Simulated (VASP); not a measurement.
# Sb (Im-3m) in VASP: notebook

The runs below take Sb through single point, with PBE.

Everything below comes from runs of VASP 6.6.1. Logs are shortened: lines on timing, memory, paths and dates and some standing lists are left out, and cuts for length are marked.

### 1 The structure

Symmetry: Im-3m, No. 229, cubic system. Conventional cell: a = 3.743 Å, b = 3.743 Å, c = 3.743 Å, α = 90.00°, β = 90.00°, γ = 90.00°. Sb (site symmetry m-3m) has 8 Sb at 3.24 Å as nearest neighbours.

This isn't the form of Sb at room conditions, which is rhombohedral.

### 2 Single point, PBE

INCAR reads:

```
SYSTEM = Sb
PREC = Accurate
ENCUT = 550
EDIFF = 1E-6
ISMEAR = 0
SIGMA = 0.05
LREAL = .False.
LASPH = .True.
NELM = 100
ALGO = Normal
ISIF = 2
LWAVE = .False.
LCHARG = .False.
GGA = PE
ADDGRID = .False.
```

KPOINTS reads:

```
Automatic mesh
0
Gamma
  7 7 7
  0 0 0
```

POSCAR reads:

```
Sb
1.0
   -1.8488020000      1.8498240000      1.9110830000
    1.8778730000     -1.8297390000      1.9200690000
    1.8451380000      1.8260750000     -1.8909980000
Sb
1
Direct
   -0.0010080000      0.0132760000      0.0062290000
```

Potentials or basis: VASP PAW PBE potentials, release 64 (Sb).

Started as:

```
$ cat potpaw_PBE.64/Sb/POTCAR > POTCAR
$ mpirun -np 1 vasp_std > vasp.out
```

OUTCAR:

```text
SYSTEM = Sb
   PREC = Accurate
   ENCUT = 550
   EDIFF = 1E-6
   ISMEAR = 0
   LREAL = .False.
   LASPH = .True.
   NELM = 100
   ISIF = 2
   GGA = PE

 Found    172 irreducible k-points:

 Following reciprocal coordinates:
            Coordinates               Weight
  0.000000  0.000000  0.000000      1.000000
  0.142857  0.000000  0.000000      2.000000
  0.285714  0.000000  0.000000      2.000000
  0.428571  0.000000  0.000000      2.000000
  0.000000  0.142857  0.000000      2.000000
  0.142857  0.142857  0.000000      2.000000
   k-points           NKPTS =    172   k-points in BZ     NKDIM =    172   number of bands    NBANDS=      6
   number of dos      NEDOS =    301   number of ions     NIONS =      1
   total plane-waves  NPLWV =  21952
   dimension x,y,z NGX =    28 NGY =   28 NGZ =   28
   dimension x,y,z NGXF=    56 NGYF=   56 NGZF=   56
   ions per type =               1
   NGX,Y,Z   is equivalent  to a cutoff of  14.37, 14.32, 14.49 a.u.
   NGXF,Y,Z  is equivalent  to a cutoff of  28.74, 28.65, 28.99 a.u.
 SYSTEM =  Sb
   PREC   = accura    normal or accurate (medium, high low for compatibility)
   ISTART =      0    job   : 0-new  1-cont  2-samecut
   ICHARG =      2    charge: 1-file 2-atom 10-const
   ISPIN  =      1    spin polarized calculation?
   LNONCOLLINEAR =      F non collinear calculations
   LSORBIT =      F    spin-orbit coupling
   LASPH  =      T    aspherical Exc in radial PAW
   ENCUT  =  550.0 eV  40.42 Ry    6.36 a.u.   6.19  6.21  6.14*2*pi/ulx,y,z
   NELM   =    100;   NELMIN=  2; NELMDL= -5     # of ELM steps
   EDIFF  = 0.1E-05   stopping-criterion for ELM
   LREAL  =      F    real-space projection
   EDIFFG = 0.1E-04   stopping-criterion for IOM
   NSW    =      0    number of steps for IOM
   IBRION =     -1    ionic relax: 0-MD 1-quasi-New 2-CG
   NFREE  =      0    steps in history (QN), initial steepest desc. (CG)
   ISIF   =      2    stress and relaxation
   ISYM   =      2    0-nonsym 1-usesym 2-fastsym
   POTIM  = 0.5000    time-step for ionic-motion
   TEBEG  =    0.0;   TEEND  =   0.0 temperature during run
   PSTRESS=    0.0 pullay stress
   NELECT =       5.0000    total number of electrons
   NUPDOWN=      -1.0000    fix difference up-down
   EMIN   =  10.00;   EMAX   =-10.00  energy-range for DOS
   EFERMI =   0.00;   METHOD = LEGACY
   ISMEAR =     0;   SIGMA  =   0.05  broadening in eV -4-tet -1-fermi 0-gaus
   EFERMI_NEDOS =   21; number of points for ismear=-14 and -15
   IALGO  =     38    algorithm
   IMIX   =      4    mixing-type and parameters
     AMIX     =   0.40;   BMIX     =  1.00
     AMIX_MAG =   1.60;   BMIX_MAG =  1.00
  volume/ion in A,a.u.               =      26.21       176.89
  Fermi-wavevector in a.u.,A,eV,Ry     =   0.942378  1.780837 12.083020  0.888077
  Thomas-Fermi vector in A             =   2.069982
   LORBIT       =      0    0 simple, 1 ext, 2 COOP (PROOUT), +10 PAW based schemes
   GGA     = PE    functional components
   LHFCALC =     F    Hartree Fock is set to
   AEXX    =    0.0000 exact exchange contribution
   IVDW    =     0    specifies the selected vdW correction
   LEPSILON=     F    determine dielectric tensor
   LRPA    =     F    only Hartree local field effects (RPA)
 non-spin polarized calculation
 Gauss-broadening in eV      SIGMA  =   0.05
  energy-cutoff  :      550.00
  volume of cell :       26.21
 maximum number of plane-waves:       779
 NGX is ok and might be reduce to    28
   NGX = 13   NGY = 13   NGZ = 13

 number of electron       5.0000000 magnetization

 Free energy of the ion-electron system (eV)
  ---------------------------------------------------
  ext. energy  EPLUGINS =         0.00000000
  ---------------------------------------------------
  free energy    TOTEN  =        -3.82275504 eV

  energy without entropy =       -3.82127894  energy(sigma->0) =       -3.82201699

 E-fermi :   8.9366     XC(G=0): -10.3489

 val. band max:        8.9334554805   @ k =  -0.4286   0.2857   0.0000
 cond. band min:       8.9664886789   @ k =   0.2857   0.1429   0.1429
 fundamental gap:      0.0330331984
 Fermi energy:         8.9365629750

 k-point     1 :       0.0000    0.0000    0.0000
  band No.  band energies     occupation
      1      -4.2545      2.00000
      2      14.2700      0.00000
      3      14.5362      0.00000
      4      14.6752      0.00000
      5      19.1276      0.00000
      6      19.3580      0.00000

 k-point     2 :       0.1429    0.0000    0.0000
  band No.  band energies     occupation
      1      -3.8245      2.00000
      2      11.5805      0.00000
      3      13.3397      0.00000
      4      14.2246      0.00000
      5      17.6896      0.00000
      6      17.9925      0.00000

 k-point     3 :       0.2857    0.0000    0.0000
  band No.  band energies     occupation
      1      -2.5588      2.00000
      2       7.2931      2.00000
      3      11.7413      0.00000
      4      13.4098      0.00000
      5      16.2259      0.00000
      6      16.6724      0.00000

 k-point     4 :       0.4286    0.0000    0.0000
  band No.  band energies     occupation
      1      -0.6993      2.00000
      2       3.7687      2.00000
      3      10.8092      0.00000
      4      12.8362      0.00000
      5      15.5054      0.00000
      6      16.0058      0.00000

 k-point     5 :       0.0000    0.1429    0.0000
  band No.  band energies     occupation
      1      -3.8330      2.00000
      2      11.4169      0.00000
      3      13.4849      0.00000
      4      14.2927      0.00000
      5      17.7923      0.00000
      6      18.1232      0.00000

 k-point     6 :       0.1429    0.1429    0.0000
  band No.  band energies     occupation
      1      -3.0088      2.00000
      2       9.0310      0.00755
      3      10.8770      0.00000
      4      13.3078      0.00000
      5      17.6053      0.00000
      6      18.1424      0.00000

 [... further k-points ...]

------------------------ aborting loop because EDIFF is reached ----------------------------------------

  FORCE on cell =-STRESS in cart. coord.  units (eV):
  Direction    XX          YY          ZZ          XY          YZ          ZX
  --------------------------------------------------------------------------------------
  -------------------------------------------------------------------------------------
  Total        0.4717716      0.1496116      0.5926527      0.0117045     -0.0249832     -0.0031218
  in kB       28.8352507      9.1444415     36.2236490      0.7153943     -1.5270023     -0.1908091
  external PRESSURE =      24.7344471 kB  Pullay stress =       0.0000000 kB

 VOLUME and BASIS-vectors are now :
 -----------------------------------------------------------------------------
  energy-cutoff  :      550.00
  volume of cell :       26.21
      direct lattice vectors                 reciprocal lattice vectors
    -1.848802000  1.849824000  1.911083000    -0.001760844  0.270622024  0.259612708
     1.877873000 -1.829739000  1.920069000     0.266576263 -0.001149462  0.259001326
     1.845138000  1.826075000 -1.890998000     0.268894891  0.272329269 -0.003468089

 POSITION                                       TOTAL-FORCE (eV/Angst)
 -----------------------------------------------------------------------------------
     -1.81051      1.83504      1.92287        -0.000000      0.000000      0.000000
 -----------------------------------------------------------------------------------
    total drift:                                0.000000     -0.000000     -0.000000

  FREE ENERGIE OF THE ION-ELECTRON SYSTEM (eV)
  ---------------------------------------------------
  free  energy   TOTEN  =        -3.8227550440 eV

  energy  without entropy=       -3.8212789389  energy(sigma->0) =       -3.82201699
```

stdout:

```text
POSCAR found type information on POSCAR Sb
 POSCAR found :  1 types and       1 ions
 scaLAPACK will be used
 LDA part: xc-table for (Slater+PW92), standard interpolation
 POSCAR, INCAR and KPOINTS ok, starting setup
 FFT: planning ... GRIDC
 FFT: planning ... GRID_SOFT
 FFT: planning ... GRID
 WAVECAR not read
 entering main loop
```

Wall time 36 s (1 thread of AMD EPYC 7R43 (Zen 3), shared host); peak memory 0.14 GiB.

The run converged, but some of its settings lie outside the range that counts as converged, so its numbers aren't taken as properties of the crystal.

What came out:

* Free energy: -3.8228 eV
* Pressure: 2.5 GPa
* Band gap on the k mesh: none (metal or under the smearing width)

### 3 Single point, PBE

Edit INCAR of step 2 so:

```diff
@@ -1,3 +1,3 @@
 SYSTEM = Sb
-PREC = Accurate
+PREC = Low
 ENCUT = 550
```

KPOINTS is that of step 2.

POSCAR reads:

```
Sb
1.0
   -1.8713408863      1.8713408863      1.8713408863
    1.8713408863     -1.8713408863      1.8713408863
    1.8713408863      1.8713408863     -1.8713408863
Sb
1
Direct
    0.0000000000      0.0000000000      0.0000000000
```

Potentials or basis: VASP PAW PBE potentials, release 64 (Sb).

Started as:

```
$ cat potpaw_PBE.64/Sb/POTCAR > POTCAR
$ mpirun -np 1 vasp_std > vasp.out
```

Wall time 3 s (1 thread of AMD EPYC 7R43 (Zen 3), shared host); peak memory 0.07 GiB.

These settings aren't checked as converged: the numbers below hold their error.

What came out:

| Quantity | Value |
| --- | --- |
| Free energy | -3.8188 eV |
| Pressure | 1.7 GPa |
| Band gap on the k mesh | none (metal or under the smearing width) |

### 4 The reference run

An earlier run on the cell as given: functional PBE; potentials or basis VASP PAW PBE potentials, release 64 (Sb); cutoff 520 eV; k mesh 10 × 10 × 10; occupations fermi-dirac, width 0.05 eV; no spin polarisation.

- Pressure: 3.0 GPa
- Band gap on the k mesh: none (metal or under the smearing width)
